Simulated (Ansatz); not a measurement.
Co:

```xyz
2
Lattice="2.4720 0.0000 0.0000 -1.2360 2.1408 0.0000 0.0000 0.0000 4.0211" Properties=species:S:1:pos:R:3 pbc="T T T"
Co    1.2360    0.7136    3.0159
Co    0.0000    1.4272    1.0053
```

Base run:

* Program: Ansatz 0.2.0
* Functional: PBEsol
* Potentials or basis: Ansatz PAW
* Cutoff: 420 eV (not typed: the program's choice for these potentials)
* k mesh: 10 × 10 × 6
* Occupations: fermi-dirac, width 0.05 eV
* Spin: collinear spin, ferromagnetic start
* Starting moments: [0.5, 0.5] μB
* Fixed moment: 1 μB

Its results: pressure -16.5 GPa; site moments Co +0.53 μB.

Q: The run is repeated on the same cell with these changes: fixed moment from 1 μB to 3 μB; moments at the start from [0.5, 0.5] to [1.5, 1.5]. What comes out?

A: Pressure -7.4 GPa; site moments Co +1.57 μB.

Caveats: the total moment is fixed, so each spin has its own Fermi level; the PAW data sets come from PBE, with cores solved anew for the run's functional, which leaves a small shift of forces and pressure; the thresholds are loose for stress.
